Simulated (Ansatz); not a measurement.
`[CH3][SbH][CH3]` + `F[C](F)F`• → `[CH3][Sb][CH3]`• + `FC(F)F`  (hydrogen abstraction from the Sb–H bond)

Isolated molecules relaxed with PBE0-D4/def2-TZVP in Ansatz; ΔE leaves out vibrations. CCSD(T)/CBS adds triple-zeta CCSD(T) − MP2 to the extrapolated MP2 energy (def2 sets, frozen cores). This one scheme is used for every species. Functionals use def2-TZVPP. B3LYP here is the variant with VWN-RPA as its local correlation; programs differ in this. Open shells (•) are unrestricted, without spin–orbit coupling. Elements past krypton have def2 core potentials. For Sb outer-core shells are correlated without core-valence functions, which leaves a few kJ/mol of doubt a bond.

```csv
level,ΔE (kJ/mol),difference from CCSD(T)/CBS
LDA (SPW92),-168.4,8.8
PBE0-D4,-168.7,8.5
B3LYP-D4,-168.0,9.2
r2SCANh-D4,-163.6,13.6
r2SCAN0-D4,-166.2,11.0
PBE,-163.8,13.4
PBE0,-169.6,7.6
r2SCAN0,-166.6,10.6
CAM-B3LYP,-171.5,5.7
CCSD(T)/def2-TZVPP,-177.4,-0.2
CCSD(T)/CBS,-177.2,0
```

Largest T1 diagnostic among the species: 0.014.

In def2-TZVPP, CCSD(T) changes the Hartree–Fock value by −10.8 kJ/mol (the triples alone add +1.4 kJ/mol) and MP2 by −17.2 kJ/mol. From BLYP to BHLYP (50 % exact exchange), in def2-TZVPP and without D4, ΔE moves by −11.8 kJ/mol.

CCSD(T)/CBS has its own doubt, a few kJ/mol and more with outer-core shells, so smaller differences from it don't rank the levels.
